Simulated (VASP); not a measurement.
# Sn in VASP: one cell, several levels of theory

What does VASP give for Sn in the diamond structure, under +5.0 % strain along x alone, the cell held fixed? Runs: PBE, r2SCAN. The results are then set beside those of Ansatz 0.2.0 for the same cell.

The runs shown are made with VASP 6.6.1. PAW datasets, plane waves. (Simulation; spin polarisation is off.)

### 1 The system as given

The cell comes from an earlier relaxation with r2SCAN in another program, then strained, with the atoms relaxed again.

It is tetragonal, I4_1/amd (No. 141); conventional cell a = 4.645 Å, c = 6.901 Å, 37.22 Å³ an atom. Near Sn stand 4 Sn at 2.89 Å.

As a file:

```cif
data_structure
_symmetry_space_group_name_H-M 'I4_1/amd:1'
_symmetry_Int_Tables_number 141
_cell_length_a 4.6449
_cell_length_b 4.6449
_cell_length_c 6.9006
_cell_angle_alpha 90.000
_cell_angle_beta 90.000
_cell_angle_gamma 90.000
_cell_volume 148.88
loop_
_atom_site_label
_atom_site_type_symbol
_atom_site_symmetry_multiplicity
_atom_site_Wyckoff_symbol
_atom_site_fract_x
_atom_site_fract_y
_atom_site_fract_z
_atom_site_occupancy
Sn1 Sn 4 a 0.00000 0.00000 0.00000 1
```

### 2 PBE at this geometry

INCAR reads:

```
ENCUT = 520.000000
SIGMA = 0.020000
EDIFF = 1.00e-07
GGA = PE
PREC = Accurate
IBRION = -1
ISIF = 2
ISMEAR = -1
NBANDS = 21
NELM = 120
NSW = 0
LASPH = .TRUE.
LCHARG = .FALSE.
LWAVE = .FALSE.
LREAL = .FALSE.
```

KPOINTS reads:

```
KPOINTS created by Atomic Simulation Environment
0
Gamma
6 6 6
0 0 0
```

KPOINTS_OPT reads:

```
special points
6
Reciprocal
0.0000000000 0.0000000000 0.0000000000 1
0.5000000000 0.0000000000 0.5000000000 1
0.6250000000 0.2500000000 0.6250000000 1
0.3750000000 0.3750000000 0.7500000000 1
0.5000000000 0.5000000000 0.5000000000 1
0.5000000000 0.2500000000 0.7500000000 1
```

POSCAR reads:

```
Sn
 1.0000000000000000
     0.0000000000000000    3.2844597792000001    3.2844597792000001
     3.4503249980000001    0.0000000000000000    3.2844597792000001
     3.4503249980000001    3.2844597792000001    0.0000000000000000
 Sn
   2
Cartesian
  0.0000000000000000  0.0000000000000000  0.0000000000000000
  1.7251624989999998  1.6422298896000003  1.6422298896000003
```

The run uses the recommended PBE PAW datasets (28 valence electrons a neutral cell).

The run is started by

```sh
$ mpirun -np 1 vasp_std
```

Printed to the terminal (iteration lines stand in OSZICAR):

```text
POSCAR found type information on POSCAR Sn
 POSCAR found :  1 types and       2 ions
 LDA part: xc-table for (Slater+PW92), standard interpolation
 POSCAR, INCAR and KPOINTS ok, starting setup
 FFT: planning ... GRIDC
 FFT: planning ... GRID_SOFT
 FFT: planning ... GRID
 WAVECAR not read
 entering main loop
 Start KPOINTS_OPT (optional k-point list driver)
k-point batch [1-6\6]
```

OSZICAR:

```text
N       E                     dE             d eps       ncg     rms          rms(c)
DAV:   1     0.223085660291E+03    0.22309E+03   -0.14454E+04  1275   0.187E+03
DAV:   2     0.162805366496E+02   -0.20681E+03   -0.20271E+03  1260   0.439E+02
DAV:   3    -0.688731134411E+01   -0.23168E+02   -0.23066E+02  1470   0.138E+02
DAV:   4    -0.765729544004E+01   -0.76998E+00   -0.76968E+00  1415   0.279E+01
DAV:   5    -0.769036367018E+01   -0.33068E-01   -0.33067E-01  1888   0.533E+00    0.284E+00
DAV:   6    -0.765983120198E+01    0.30532E-01   -0.26089E-02  1697   0.201E+00    0.166E+00
DAV:   7    -0.764559842621E+01    0.14233E-01   -0.38356E-02  1385   0.205E+00    0.155E-01
DAV:   8    -0.764734347091E+01   -0.17450E-02   -0.53426E-03  1425   0.817E-01    0.514E-02
DAV:   9    -0.764779106726E+01   -0.44760E-03   -0.53722E-04  1459   0.143E-01    0.125E-02
DAV:  10    -0.764781811137E+01   -0.27044E-04   -0.44889E-05  1579   0.545E-02    0.598E-03
DAV:  11    -0.764782347716E+01   -0.53658E-05   -0.86603E-06  1386   0.161E-02    0.648E-04
DAV:  12    -0.764782348531E+01   -0.81541E-08   -0.26107E-07  1240   0.328E-03
   1 F= -.76478235E+01 E0= -.76472370E+01  d E =-.117288E-02
       N       E                     dE             ncg
DAV:   1     0.770266875738E+03   -0.49828E+04      257
DAV:   2    -0.484187354182E+03   -0.12545E+04      252
DAV:   3    -0.627659046650E+03   -0.14347E+03      282
DAV:   4    -0.632459920049E+03   -0.48009E+01      307
DAV:   5    -0.632659118511E+03   -0.19920E+00      377
DAV:   6    -0.632662418890E+03   -0.33004E-02      318
DAV:   7    -0.632662521679E+03   -0.10279E-03      372
DAV:   8    -0.632662523260E+03   -0.15813E-05      329
DAV:   9    -0.632662523296E+03   -0.35162E-07      201
```

The lines after F= are the extra pass for the points of KPOINTS_OPT, at fixed density; their E is not a total energy.

From OUTCAR:

```text
k-points           NKPTS =     30   k-points in BZ     NKDIM =     30   number of bands    NBANDS=     21

   NELECT =      28.0000    total number of electrons

   dimension x,y,z NGX =    36 NGY =   36 NGZ =   36
   dimension x,y,z NGXF=    72 NGYF=   72 NGZF=   72

  energy-cutoff  :      520.00
  volume of cell :       74.44
      direct lattice vectors                 reciprocal lattice vectors
     0.000000000  3.284459779  3.284459779    -0.144913885  0.152232036  0.152232036
     3.450324998  0.000000000  3.284459779     0.144913885 -0.152232036  0.152232036
     3.450324998  3.284459779  0.000000000     0.144913885  0.152232036 -0.152232036

 k-points in reciprocal lattice and weights: KPOINTS created by Atomic Simulation Env
   0.00000000  0.00000000  0.00000000       0.005
   0.16666667  0.00000000  0.00000000       0.037
   0.33333333  0.00000000  0.00000000       0.037
   0.50000000  0.00000000  0.00000000       0.019
   0.16666667  0.16666667  0.00000000       0.019
   0.33333333  0.16666667  0.00000000       0.074
   0.50000000  0.16666667  0.00000000       0.074
  -0.33333333  0.16666667 -0.00000000       0.074
[... 22 more k-points ...]

 E-fermi :   4.6279

 k-point     1 :       0.0000    0.0000    0.0000
  band No.  band energies     occupation
      1     -16.7561      2.00000
      2     -16.7561      2.00000
      3     -16.7430      2.00000
      4     -16.7046      2.00000
      5     -16.7022      2.00000
      6     -16.4757      2.00000
      7     -16.4668      2.00000
      8     -16.4515      2.00000
      9     -16.4515      2.00000
     10     -16.4512      2.00000
     11      -5.2740      2.00000
     12       3.5480      2.00000
     13       4.6544      0.41957
     14       4.9755      0.00000
     15       4.9755      0.00000
     16       6.8668      0.00000
     17       6.8668      0.00000
     18       7.0648      0.00000
     19       9.7417      0.00000
     20      12.1214      0.00000
     21      12.5607      0.00000

 k-point     2 :       0.1667    0.0000    0.0000
  band No.  band energies     occupation
      1     -16.7691      2.00000
      2     -16.7602      2.00000
      3     -16.7464      2.00000
      4     -16.6849      2.00000
      5     -16.6849      2.00000
      6     -16.4904      2.00000
      7     -16.4903      2.00000
      8     -16.4611      2.00000
      9     -16.4380      2.00000
     10     -16.4304      2.00000
     11      -5.0305      2.00000
     12       1.8704      2.00000
     13       4.3576      2.00000
     14       4.5997      1.60639
     15       5.1374      0.00000
     16       7.3998      0.00000
     17       7.4245      0.00000
     18       7.9637      0.00000
     19      10.7758      0.00000
     20      11.4087      0.00000
     21      11.8202      0.00000

 k-point     3 :       0.3333    0.0000    0.0000
  band No.  band energies     occupation
      1     -16.7833      2.00000
      2     -16.7702      2.00000
      3     -16.7367      2.00000
      4     -16.6639      2.00000
      5     -16.6610      2.00000
      6     -16.5110      2.00000
      7     -16.5068      2.00000
      8     -16.4742      2.00000
      9     -16.4293      2.00000
     10     -16.4131      2.00000
     11      -4.3674      2.00000
     12      -0.1755      2.00000
     13       3.8298      2.00000
     14       4.1307      2.00000
     15       4.7653      0.00207
     16       7.8810      0.00000
     17       7.9733      0.00000
     18      10.0951      0.00000
     19      10.8781      0.00000
     20      11.9715      0.00000
     21      12.0419      0.00000

 k-point     4 :       0.5000    0.0000    0.0000
  band No.  band energies     occupation
      1     -16.7879      2.00000
      2     -16.7729      2.00000
      3     -16.7312      2.00000
      4     -16.6571      2.00000
      5     -16.6529      2.00000
      6     -16.5172      2.00000
      7     -16.5119      2.00000
      8     -16.4806      2.00000
      9     -16.4274      2.00000
     10     -16.4074      2.00000
     11      -3.8163      2.00000
     12      -1.2202      2.00000
     13       3.6274      2.00000
     14       3.9567      2.00000
     15       4.5947      1.67996
     16       7.9073      0.00000
     17       8.0608      0.00000
     18      10.4874      0.00000
     19      12.8296      0.00000
     20      12.8369      0.00000
     21      13.1773      0.00000

[... the tables of k-points 5 to 30 left out ...]

  Total       -0.6170503      0.0725341      0.0725341      0.0000000      0.0000000      0.0000000
  in kB      -13.2804634      1.5611153      1.5611153      0.0000000      0.0000000      0.0000000
  external PRESSURE =      -3.3860776 kB  Pullay stress =       0.0000000 kB

 POSITION                                       TOTAL-FORCE (eV/Angst)
 -----------------------------------------------------------------------------------
      0.00000      0.00000      0.00000         0.000000      0.000000      0.000000
      1.72516      1.64223      1.64223        -0.000000     -0.000000     -0.000000
 -----------------------------------------------------------------------------------
    total drift:                                0.000000      0.000000      0.000000

  FREE ENERGIE OF THE ION-ELECTRON SYSTEM (eV)
  ---------------------------------------------------
  free  energy   TOTEN  =        -7.6478234853 eV

  energy  without entropy=       -7.6466506024  energy(sigma->0) =       -7.64723704
```

Hardware: 1 MPI rank of Intel Xeon Platinum 8488C, shared host.

The levels at the points of KPOINTS_OPT are read from vasprun.xml.

Near the gap, in eV above the top of the last filled band v; c is the band after it:

```
point    v−1      v      c   c+1
    Γ  -0.32   0.00   0.00  1.89
    X  -2.46  -2.46   0.62  0.62
    U  -3.19  -2.15   0.85  2.88
    K  -3.19  -2.15   0.85  2.88
    L  -1.35  -1.02  -0.38  2.93
    W  -2.90  -2.90   2.68  2.68
```

PBE: no gap; the band counted as the lowest empty one dips 0.38 eV below the top of the last filled one. The pressure is -0.34 GPa; the forces vanish within 0.01 eV/Å.

### 3 r2SCAN at this geometry

INCAR reads:

```
ENCUT = 520.000000
SIGMA = 0.020000
EDIFF = 1.00e-07
ALGO = Normal
METAGGA = R2SCAN
PREC = Accurate
IBRION = -1
ISIF = 2
ISMEAR = -1
NBANDS = 21
NELM = 120
NSW = 0
LASPH = .TRUE.
LCHARG = .TRUE.
LELF = .TRUE.
LWAVE = .FALSE.
LREAL = .FALSE.
```

KPOINTS is that of step 2.

KPOINTS_OPT is that of step 2.

POSCAR is that of step 2.

The run is started by

```sh
$ mpirun -np 1 vasp_std
```

Printed to the terminal (iteration lines stand in OSZICAR):

```text
POSCAR found type information on POSCAR Sn
 POSCAR found :  1 types and       2 ions
 -----------------------------------------------------------------------------
|                                                                             |
|                                                                             |
|     You enforced a specific xc type in the INCAR file but a different       |
|     I HOPE YOU KNOW WHAT YOU ARE DOING!                                     |
|                                                                             |
 -----------------------------------------------------------------------------

 LDA part: xc-table for (None), standard interpolation
 POSCAR, INCAR and KPOINTS ok, starting setup
 FFT: planning ... GRIDC
 FFT: planning ... GRID_SOFT
 FFT: planning ... GRID
 WAVECAR not read
 entering main loop
 Start KPOINTS_OPT (optional k-point list driver)
k-point batch [1-6\6]
```

OSZICAR:

```text
N       E                     dE             d eps       ncg     rms          rms(c)
DAV:   1     0.182781086633E+03    0.18278E+03   -0.14742E+04  1275   0.191E+03
DAV:   2    -0.287606630493E+02   -0.21154E+03   -0.20734E+03  1260   0.448E+02
DAV:   3    -0.528091234287E+02   -0.24048E+02   -0.23943E+02  1470   0.142E+02
DAV:   4    -0.536261054676E+02   -0.81698E+00   -0.81669E+00  1415   0.291E+01
DAV:   5    -0.536640754757E+02   -0.37970E-01   -0.37969E-01  1909   0.570E+00    0.440E+00
DAV:   6    -0.494265495604E+02    0.42375E+01   -0.10976E+00  1375   0.165E+01    0.218E+00
DAV:   7    -0.494258487871E+02    0.70077E-03   -0.47564E-02  1593   0.197E+00    0.967E-01
DAV:   8    -0.494293933919E+02   -0.35446E-02   -0.17132E-02  1653   0.773E-01    0.958E-02
DAV:   9    -0.494294681338E+02   -0.74742E-04   -0.34444E-03  1675   0.877E-01    0.428E-02
DAV:  10    -0.494295076087E+02   -0.39475E-04   -0.12850E-04  1597   0.100E-01    0.174E-02
DAV:  11    -0.494295045790E+02    0.30298E-05   -0.11153E-04  1740   0.138E-01    0.149E-02
DAV:  12    -0.494295044806E+02    0.98366E-07   -0.30298E-06  1584   0.152E-02    0.785E-03
DAV:  13    -0.494295018704E+02    0.26102E-05   -0.39099E-06  1700   0.284E-02    0.748E-04
DAV:  14    -0.494295018128E+02    0.57597E-07   -0.87762E-08   959   0.319E-03
   1 F= -.49429502E+02 E0= -.49429291E+02  d E =-.420953E-03
       N       E                     dE             ncg
DAV:   1     0.701983322771E+03   -0.50511E+04      257
DAV:   2    -0.586919358301E+03   -0.12889E+04      252
DAV:   3    -0.734973947604E+03   -0.14805E+03      282
DAV:   4    -0.739973844893E+03   -0.49999E+01      307
DAV:   5    -0.740202059411E+03   -0.22821E+00      390
DAV:   6    -0.740205151451E+03   -0.30920E-02      323
DAV:   7    -0.740205275117E+03   -0.12367E-03      380
DAV:   8    -0.740205276931E+03   -0.18139E-05      326
DAV:   9    -0.740205276993E+03   -0.61927E-07      217
```

OUTCAR, selected sections:

```text
k-points           NKPTS =     30   k-points in BZ     NKDIM =     30   number of bands    NBANDS=     21

   NELECT =      28.0000    total number of electrons

   dimension x,y,z NGX =    36 NGY =   36 NGZ =   36
   dimension x,y,z NGXF=    72 NGYF=   72 NGZF=   72

  energy-cutoff  :      520.00
  volume of cell :       74.44
      direct lattice vectors                 reciprocal lattice vectors
     0.000000000  3.284459779  3.284459779    -0.144913885  0.152232036  0.152232036
     3.450324998  0.000000000  3.284459779     0.144913885 -0.152232036  0.152232036
     3.450324998  3.284459779  0.000000000     0.144913885  0.152232036 -0.152232036

 k-points in reciprocal lattice and weights: KPOINTS created by Atomic Simulation Env
   0.00000000  0.00000000  0.00000000       0.005
   0.16666667  0.00000000  0.00000000       0.037
   0.33333333  0.00000000  0.00000000       0.037
   0.50000000  0.00000000  0.00000000       0.019
   0.16666667  0.16666667  0.00000000       0.019
   0.33333333  0.16666667  0.00000000       0.074
   0.50000000  0.16666667  0.00000000       0.074
  -0.33333333  0.16666667 -0.00000000       0.074
[... 22 more k-points ...]

 E-fermi :   4.6221

 k-point     1 :       0.0000    0.0000    0.0000
  band No.  band energies     occupation
      1     -17.5423      2.00000
      2     -17.5423      2.00000
      3     -17.5277      2.00000
      4     -17.4840      2.00000
      5     -17.4811      2.00000
      6     -17.2434      2.00000
      7     -17.2254      2.00000
      8     -17.2182      2.00000
      9     -17.2182      2.00000
     10     -17.2089      2.00000
     11      -5.8488      2.00000
     12       3.7159      2.00000
     13       4.4884      1.99750
     14       4.8299      0.00006
     15       4.8299      0.00006
     16       6.8552      0.00000
     17       6.8552      0.00000
     18       7.0759      0.00000
     19      10.0168      0.00000
     20      12.3466      0.00000
     21      12.9140      0.00000

 k-point     2 :       0.1667    0.0000    0.0000
  band No.  band energies     occupation
      1     -17.5561      2.00000
      2     -17.5464      2.00000
      3     -17.5317      2.00000
      4     -17.4629      2.00000
      5     -17.4626      2.00000
      6     -17.2563      2.00000
      7     -17.2533      2.00000
      8     -17.2270      2.00000
      9     -17.1987      2.00000
     10     -17.1930      2.00000
     11      -5.5911      2.00000
     12       1.7524      2.00000
     13       4.1786      2.00000
     14       4.4328      1.99984
     15       5.1737      0.00000
     16       7.4195      0.00000
     17       7.4592      0.00000
     18       8.0756      0.00000
     19      11.0529      0.00000
     20      11.6424      0.00000
     21      12.0613      0.00000

 k-point     3 :       0.3333    0.0000    0.0000
  band No.  band energies     occupation
      1     -17.5714      2.00000
      2     -17.5569      2.00000
      3     -17.5219      2.00000
      4     -17.4399      2.00000
      5     -17.4372      2.00000
      6     -17.2744      2.00000
      7     -17.2717      2.00000
      8     -17.2405      2.00000
      9     -17.1915      2.00000
     10     -17.1752      2.00000
     11      -4.8885      2.00000
     12      -0.4533      2.00000
     13       3.6188      2.00000
     14       3.9349      2.00000
     15       4.8147      0.00013
     16       7.9449      0.00000
     17       8.0308      0.00000
     18      10.3400      0.00000
     19      11.1364      0.00000
     20      12.2294      0.00000
     21      12.3183      0.00000

 k-point     4 :       0.5000    0.0000    0.0000
  band No.  band energies     occupation
      1     -17.5764      2.00000
      2     -17.5598      2.00000
      3     -17.5162      2.00000
      4     -17.4327      2.00000
      5     -17.4286      2.00000
      6     -17.2803      2.00000
      7     -17.2764      2.00000
      8     -17.2466      2.00000
      9     -17.1905      2.00000
     10     -17.1695      2.00000
     11      -4.3025      2.00000
     12      -1.5695      2.00000
     13       3.4040      2.00000
     14       3.7497      2.00000
     15       4.6440      0.50064
     16       7.9759      0.00000
     17       8.1255      0.00000
     18      10.6945      0.00000
     19      13.1251      0.00000
     20      13.3349      0.00000
     21      13.5349      0.00000

[... the tables of k-points 5 to 30 left out ...]

  Total       -1.4431082     -0.6063106     -0.6063106      0.0000000      0.0000000      0.0000000
  in kB      -31.0592937    -13.0493180    -13.0493180      0.0000000      0.0000000      0.0000000
  external PRESSURE =     -19.0526432 kB  Pullay stress =       0.0000000 kB

 POSITION                                       TOTAL-FORCE (eV/Angst)
 -----------------------------------------------------------------------------------
      0.00000      0.00000      0.00000        -0.000000     -0.000000     -0.000000
      1.72516      1.64223      1.64223         0.000000      0.000000      0.000000
 -----------------------------------------------------------------------------------
    total drift:                                0.000000      0.000000      0.000000

  FREE ENERGIE OF THE ION-ELECTRON SYSTEM (eV)
  ---------------------------------------------------
  free  energy   TOTEN  =       -49.4295018128 eV

  energy  without entropy=      -49.4290808602  energy(sigma->0) =      -49.42929134
```

Hardware: 1 MPI rank of Intel Xeon Platinum 8488C, shared host.

The levels at the points of KPOINTS_OPT are read from vasprun.xml.

Band energies at the special points (eV, zero at the top of v, the last band that the electrons fill by count):

```
point    v−1      v      c   c+1
    Γ  -0.34   0.00   0.00  2.03
    X  -2.60  -2.60   0.78  0.78
    U  -3.33  -2.26   1.02  3.14
    K  -3.33  -2.26   1.02  3.14
    L  -1.43  -1.08  -0.19  3.15
    W  -3.03  -3.03   2.96  2.96
```

r2SCAN: no gap; the band counted as the lowest empty one dips 0.19 eV below the top of the last filled one. The pressure is -1.91 GPa; the forces vanish within 0.01 eV/Å.

Axes a, b and c in the maps are those of this run's conventional cell (a, b, c = 4.645, 4.645, 6.901 Å).

Density in a lattice plane of the grid's cell (edges 4.64 and 6.90 Å, at 0.000 of the third edge), which holds Sn.

Ten even steps from ' ' (0.01 e/Å³) to '@' (12.45 e/Å³):
```
**==::                      ::==
::..                          ..
              ..::..            
            ::==**==::          
            --##@@##--          
            ::==**==::          
              ..::..            
                                
                                
                                
                                
                                
                                
                                
                                
                                
                                
::..                          ..
**==::                      ::==
@@##--                      --##
```
Columns run along the first of these edges and rows up along the second, over one cell in 16 and 20 even steps from the bottom left corner. Atoms in the plane (fractional): Sn at (0.00, 0.00), Sn at (0.50, 0.75).

ELF in the same plane.

Ten even steps from ' ' (0.01) to '@' (0.64):
```
....==####@@%%******%%@@##**==..
==++####@@@@##******##@@@@##**++
****##@@@@####++==++**##@@@@##**
****%%@@####==......==**##@@%%**
==++####****::..**..::****####++
..::==**++**==......==**++**==::
  ..::==++++**++==++**++++==::..
    ..--++++++++**++++++++--..  
      ..--==++******++==--..    
        ..::--======--::..      
            ..........          
                                
                                
......                      ....
====--::..              ..::--==
****++==--..          ..--==++**
**++++++++--..      ..--++++++++
==++**++++==::..  ..::==++++**++
....==**++**==::..::==**++**==..
**..::****####++==++####****::..
```
Columns run along the first of these edges and rows up along the second, over one cell in 16 and 20 even steps from the bottom left corner. Atoms in the plane (fractional): Sn at (0.00, 0.00), Sn at (0.50, 0.75).

Both are smooth fields of the valence electrons: close to the nuclei they are not physical.

Maxima of ELF outside the ion cores: 0.69 on the Sn–Sn line, 1.5 Å from Sn.

### 4 Results

```
 level  gap (eV)  pressure (GPa)  Ansatz: gap (eV)  Ansatz: pressure (GPa)
   PBE     -0.38           -0.34             -0.38                   -0.29
r2SCAN     -0.19           -1.91             -0.19                   -1.88
```

A negative gap is an overlap of bands.

No gap over 0.02 eV opens at any of these levels. Spin-orbit coupling is left out, though the cell holds Sn (Z = 50); in an element this heavy it can shift bands and gaps by tenths of an eV. The pressure is highest with PBE (-0.3 GPa) and lowest with r2SCAN (-1.9 GPa), which orders the cells that they would relax to. The two programs agree on the overlap of the bands within 0.01 eV, far less than the spread between functionals. Datasets and cutoffs are each program's own.
